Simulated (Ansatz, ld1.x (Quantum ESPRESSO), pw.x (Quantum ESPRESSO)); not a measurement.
What a changed setting does to a pw.x run (diamond Al)

Potential: norm-conserving Troullier–Martins (Kleinman–Bylander form), ld1.x (Quantum ESPRESSO) 7.5, PBE; core [Ne], reference 3s1 3p2; waves: 3p (bound): rc 2.65 bohr; 3d channel at -0.2 Ry: rc 2.00 bohr; 3s (bound): rc 1.70 bohr; local part: the s channel; core correction: a·sin(br)/r model core inside 1.70 bohr.

The reference run (k-mesh 8³, cutoffs 50/200 Ry, Fermi–Dirac 0.01 Ry, mixing_beta 0.4, conv_thr 1e-9, no spin) gives -0.14 GPa at 27.707 Å³/atom, where all-electron LAPW gives -0.02 GPa. This run, with its own iteration cap, changes conv_thr to 1e-06.

```
&control
  calculation='scf', prefix='x', pseudo_dir='./', outdir='./tmp', tstress=.true., disk_io='none'
/
&system
  ibrav=0, nat=2, ntyp=1, ecutwfc=50, ecutrho=200, nbnd=10,
  occupations='smearing', smearing='fd', degauss=0.01
/
&electrons
  conv_thr=1e-06, mixing_beta=0.4, electron_maxstep=60
/
ATOMIC_SPECIES
Al 1.0 Al.UPF
CELL_PARAMETERS angstrom
  0.00000000 3.02595990 3.02595990
  3.02595990 0.00000000 3.02595990
  3.02595990 3.02595990 0.00000000
ATOMIC_POSITIONS crystal
Al 0.0000 0.0000 0.0000
Al 0.2500 0.2500 0.2500
K_POINTS automatic
8 8 8 0 0 0
```

```bash
pw.x < Al.scf.in > Al.scf.out
```

Question: How does the run end?

Answer: It converges in 4 iterations; the free energy moves by +0.0 meV/atom and the pressure by -0.01 GPa. The result is that of the reference run.

```
Message from routine setup:
     using ibrav=0 with symmetry is DISCOURAGED, use correct ibrav instead
     lattice parameter (alat)  =       8.0868  a.u.
     unit-cell volume          =     373.9522 (a.u.)^3
     number of electrons       =         6.00
     number of Kohn-Sham states=           10
     kinetic-energy cutoff     =      50.0000  Ry
     charge density cutoff     =     200.0000  Ry
     scf convergence threshold =      1.0E-06
     Exchange-correlation= PBE
     number of k points=    29  Fermi-Dirac smearing, width (Ry)=  0.0100
     iteration #  1     ecut=    50.00 Ry     beta= 0.40
     total energy              =      -8.65699967 Ry
     estimated scf accuracy    <       0.03278575 Ry
     iteration #  2     ecut=    50.00 Ry     beta= 0.40
     total energy              =      -8.65516875 Ry
     estimated scf accuracy    <       0.00863630 Ry
     iteration #  3     ecut=    50.00 Ry     beta= 0.40
     total energy              =      -8.65566979 Ry
     estimated scf accuracy    <       0.00006262 Ry
     iteration #  4     ecut=    50.00 Ry     beta= 0.40
     the Fermi energy is     2.7208 ev
!    total energy              =      -8.65567587 Ry
     estimated scf accuracy    <       0.00000040 Ry
     smearing contrib. (-TS)   =      -0.00700827 Ry
     The total energy is F=E-TS. E is the sum of the following terms:
     one-electron contribution =       2.92678997 Ry
     hartree contribution      =       0.40702946 Ry
     xc contribution           =      -3.50414036 Ry
     ewald contribution        =      -8.47834666 Ry
     convergence has been achieved in   4 iterations
          total   stress  (Ry/bohr**3)                   (kbar)     P=       -1.53
     Message from routine punch:
     Nothing written, as per user request (disk_io='none')
```

The run took about 10 s on one core of a shared server CPU.
